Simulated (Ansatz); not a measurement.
# Phase order of Ga along its cold isotherm

All-electron LAPW in Ansatz 0.2.0 under PBE, scalar-relativistic, energies extrapolated to zero smearing. Each structure type was compressed from its own relaxed volume, symmetry kept and shape relaxed on PAW files, and E(V) was fitted to energies and pressures; H = E + pV has no temperature or zero-point term. Only these types were tried: omega (P6/mmm, 8×8×10 mesh, 19.30 Å³/atom at rest); simple hexagonal (P6/mmm, 17×17×15 mesh, 19.38 Å³/atom at rest); sc (Pm-3m, 14×14×14 mesh, 20.11 Å³/atom at rest); bcc (Im-3m, 16×16×16 mesh, 19.23 Å³/atom at rest); hcp (P6_3/mmc, 14×14×8 mesh, 19.11 Å³/atom at rest); diamond (Fd-3m, 11×11×11 mesh, 25.40 Å³/atom at rest); beta tin (I4_1/amd, 17×17×17 mesh, 19.65 Å³/atom at rest). Spin polarisation is left out. Spin–orbit coupling is left out; Fermi–Dirac smearing is 0.05 to 0.1 eV. The element's standard state (alpha-Ga) isn't among the types. Enthalpies carry a few meV/atom of noise from meshes and fits.

Enthalpies against hcp:

```csv
p (GPa),omega (meV/atom),simple hexagonal (meV/atom),sc (meV/atom),bcc (meV/atom),hcp (meV/atom),diamond (meV/atom),beta tin (meV/atom)
0,12,14,49,13,0,251,31
6.4,19,26,85,18,0,473,51
17,31,47,139,26,0,781,85
32,46,79,209,35,0,1149,133
64,73,148,343,55,0,1796,228
110,106,241,512,80,0,2553,351
160,136,333,676,103,0,3249,470
200,158,400,796,118,0,3743,556
```

**Question.** What sequence of phases does this give?

**Answer.** Among the types tried, hcp is lowest at zero pressure and stays so up to 210 GPa.
